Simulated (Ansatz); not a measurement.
ZnTe:
```cif
data_Te4Zn4
_chemical_formula_sum 'Te4 Zn4'
_space_group_name_H-M_alt 'F-43m'
_space_group_IT_number 216
_space_group_name_Hall 'F -4 2 3'
_cell_length_a 6.06583
_cell_length_b 6.06583
_cell_length_c 6.06583
_cell_angle_alpha 90.000
_cell_angle_beta 90.000
_cell_angle_gamma 90.000
loop_
_atom_site_label
_atom_site_type_symbol
_atom_site_symmetry_multiplicity
_atom_site_Wyckoff_symbol
_atom_site_fract_x
_atom_site_fract_y
_atom_site_fract_z
_atom_site_occupancy
Te1 Te 4 c 0.25000 0.25000 0.25000 1
Zn1 Zn 4 a 0.00000 0.00000 0.00000 1
```
(The calculation used a cell of 2 atoms; values per cell refer to that cell.)

Relaxed with PBEsol. Independent-particle spectrum: no excitons, no local fields, no scissors shift; 0.1 eV broadening; ε₁ of the summed bands alone.

Problem. Tabulate the dielectric function from plane-wave PAW PBEsol (Ansatz code).

Solution. 

```tsv
E (eV)	ε₁ xx	ε₂ xx
0.0	9.54	0.00
0.3	9.60	0.00
0.6	9.79	0.00
0.9	10.17	0.00
1.2	11.01	0.12
1.5	11.52	0.96
1.8	12.03	1.35
2.1	13.09	1.87
2.4	15.38	2.96
2.7	16.25	11.03
3.0	10.21	10.48
3.3	9.21	9.12
3.6	9.84	8.56
3.9	12.15	9.86
4.2	14.95	15.97
4.5	-2.33	27.36
4.8	-4.56	13.40
5.1	-4.08	10.46
5.4	-2.35	8.11
5.7	-0.27	10.26
6.0	-4.65	8.70
6.3	-4.72	6.75
6.6	-4.41	5.23
6.9	-3.87	4.22
7.2	-3.33	3.64
7.5	-3.10	3.24
7.8	-2.80	2.78
8.1	-2.43	2.48
8.4	-2.35	2.12
8.7	-1.98	1.88
9.0	-1.71	1.72
9.3	-1.48	1.67
9.6	-1.42	1.77
9.9	-1.65	1.57
10.2	-1.52	1.17
10.5	-1.22	1.03
10.8	-1.09	0.91
11.1	-0.89	0.85
11.4	-0.83	0.89
11.7	-0.78	0.73
12.0	-0.62	0.66
```

Problem. From ε at 2.7 eV (xx: 16.25 + 11.03i), find n, k, the normal reflectivity and the absorption coefficient.

Solution. n = 4.24, k = 1.302, R = 42 %, α = 2kE/ħc = 360000 cm⁻¹.

With all bands, ε∞ without local fields is 9.65. DFPT, with local fields, gives 9.07.

The PBEsol relaxation kept the symmetry of its start. Scalar-relativistic: spin–orbit coupling is off unless named, which matters more the heavier the elements.

Potentials: the later of the program's two PAW sets.
